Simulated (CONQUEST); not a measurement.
Crystal: Br.

```xyz
8
Lattice="4.6451 0.0000 0.0000 0.0000 6.7265 0.0000 0.0000 0.0000 8.7023" Properties=species:S:1:pos:R:3 pbc="T T T"
Br    1.6959    0.0000    3.3948
Br    4.0185    3.3632    3.3948
Br    0.6266    0.0000    7.7459
Br    2.9492    3.3632    7.7459
Br    0.6266    3.3632    5.3075
Br    2.9492    0.0000    5.3075
Br    1.6959    3.3632    0.9564
Br    4.0185    0.0000    0.9564
```

| Property | Result |
| --- | --- |
| Program | CONQUEST 1.3 |
| Task | single point |
| Functional | PBEsol |
| Potentials or basis | PseudoDojo NC PBEsol, DZP, grid cutoff 120 Ha |
| k mesh | 6 × 4 × 3 |
| Occupations | fermi-dirac, width 0.05 eV |
| Spin | no spin polarisation |

On this cell: pressure 0.2 GPa; largest force 1.315 eV/Å; band gap on the k mesh 1.77 eV.

The same run follows on a disturbed copy (atoms moved at random, drawn with an rms of 0.05 Å):

```
Br
1.0
     4.64510    0.00000    0.00000
     0.00000    6.72650    0.00000
     0.00000    0.00000    8.70230
Br
8
Direct
  0.35877 0.00333 0.38555
  0.85877 0.50333 0.38555
  0.13640 0.00189 0.88671
  0.63640 0.50189 0.88671
  0.13624 0.49037 0.61351
  0.63624 0.99037 0.61351
  0.36625 0.49602 0.10185
  0.86625 0.99602 0.10185
```

Q: What does the disturbed cell give?

A: The energy moves by -1.2 meV/atom; pressure -0.3 GPa; largest force 1.882 eV/Å; band gap on the k mesh 1.57 eV.

Forces on the atoms (eV/Å):
```
Br  -0.108 -0.044 -0.312
Br  -0.108 -0.044 -0.312
Br   0.926 -0.017 -1.613
Br   0.926 -0.017 -1.613
Br   0.108  0.059  0.278
Br   0.108  0.059  0.278
Br  -0.916  0.007  1.644
Br  -0.916  0.007  1.644
```

Stress tensor (GPa, compression positive):
```
-0.95  0.04 -1.96
 0.04 -0.91 -0.07
-1.96 -0.07  0.97
```

Caveats: the box holds several primitive cells, so bands are folded and the points are those of the box's own zone; an odd mesh through Γ misses points on the zone boundary, where band edges often lie; the basis of atomic orbitals isn't converged, which shifts pressures, moduli and gaps; this functional lacks dispersion, which binds the layers, so the pressure and a relaxed spacing across them are unreliable (some runs); forces of over 1 eV/Å show positions far from the minimum, so gaps and moduli don't describe the material at rest (some runs).
